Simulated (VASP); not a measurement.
Set up this calculation in VASP 6.6.1, as the native input.

| Item | Value |
| --- | --- |
| Task | relaxation of cell and atoms |
| Functional | PBEsol |
| Potentials or basis | VASP PAW PBE potentials, release 64 (Si) |
| Cutoff | 600 eV |
| k mesh | 11 × 11 × 11 |
| Occupations | fermi-dirac, width 0.05 eV |
| Spin | no spin polarisation |
| Target pressure | 9 GPa |
| P gpa | 9 |
| Further INCAR settings | ALGO = Fast; EDIFF = 1e-06; IBRION = 2; EDIFFG = -0.01; NSW = 40; ISIF = 3 |
| Target pressure | 9 GPa |

The structure of Si lies in POSCAR:

```
Si
1.0
    0.0000000000      2.7155000000      2.7155000000
    2.7155000000      0.0000000000      2.7155000000
    2.7155000000      2.7155000000      0.0000000000
Si
2
Direct
    0.0000000000      0.0000000000      0.0000000000
    0.2500000000      0.2500000000      0.2500000000
```

The input as run:

INCAR

```
PREC = Accurate ; ENCUT = 600
EDIFF = 1E-6 ; ISMEAR = -1
SIGMA = 0.05 ; LREAL = False
LASPH = True ; NELM = 60
ALGO = Fast ; ISIF = 3
LWAVE = False ; LCHARG = False
GGA = PS ; IBRION = 2
NSW = 40 ; EDIFFG = -0.01
PSTRESS = 90
```

KPOINTS

```
regular mesh
0
Gamma
  11 11 11
```

Potentials or basis: VASP PAW PBE potentials, release 64 (Si).

The run is started by

```bash
$ cat potpaw_PBE.64/Si/POTCAR > POTCAR
$ mpirun -np 1 vasp_std > vasp.out
```

It gave:

```
Relaxed volume                                         : 18.51 Å³/atom
Relaxed cell                                           : a = 3.741 Å, b = 3.741 Å, c = 3.741 Å, α = 60.00°, β = 60.00°, γ = 60.00°
Space group after relaxing (to 0.05 Å)                 : Fd-3m (No. 227)
Energy change on relaxing (the enthalpy is what falls) : +41.2 meV/atom
Ionic steps                                            : 4
Pressure after relaxing                                : 9.0 GPa
Band gap on the k mesh                                 : 0.32 eV, indirect (least direct gap 2.54 eV)
```

Caveat: the cell is relaxed towards a set pressure, so the enthalpy falls and the energy may rise; the PAW data sets were made with another functional, which shifts forces and pressure a little; an odd mesh through Γ misses points on the zone boundary, where band edges often lie.

Run time: 23 s on 1 thread of Intel(R) Xeon(R) 6975P-C (Granite Rapids), with other jobs on the host, peak memory 0.18 GiB.
